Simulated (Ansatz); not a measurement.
A run of Ansatz 0.2.0:

File input.yaml:

```yaml
crystal:
  lattice:
    - [4.3, 0.0, 0.0]
    - [-2.15, 3.7239092363, 0.0]
    - [0.0, 0.0, 7.02]
  atoms:
    - { symbol: Cd, position: [0.6666666667, 0.3333333333, 0.5] }
    - { symbol: Cd, position: [0.3333333333, 0.6666666667, 0.0] }
    - { symbol: Se, position: [0.6666666667, 0.3333333333, 0.885] }
    - { symbol: Se, position: [0.3333333333, 0.6666666667, 0.385] }
hamiltonian:
  xc: pbe
  pseudopotentials: { kind: paw }
kpoints:
  mp_grid: { grid: [7, 7, 4] }
scf:
  occupations: { method: fermi_dirac, width: 0.05 }
output:
  forces: true
  stress: true
  eigenvalues: true
```

Potentials or basis: Ansatz PAW.

Command:

```bash
$ ansatz run input.yaml --threads 2 --pin off --max-ram 5120MiB --backend cpu --events-out ev --progress --plain --runs-dir out
```

Hardware: 2 threads of Arm Neoverse V1 (shared host).

Q: How long does it take, and how much memory?

A: It took 4.7 s on 2 threads of Arm Neoverse V1 (shared host), peak memory 0.38 GiB. Counts: scf iterations 7, plane waves 2189, k points 24, bands 44.
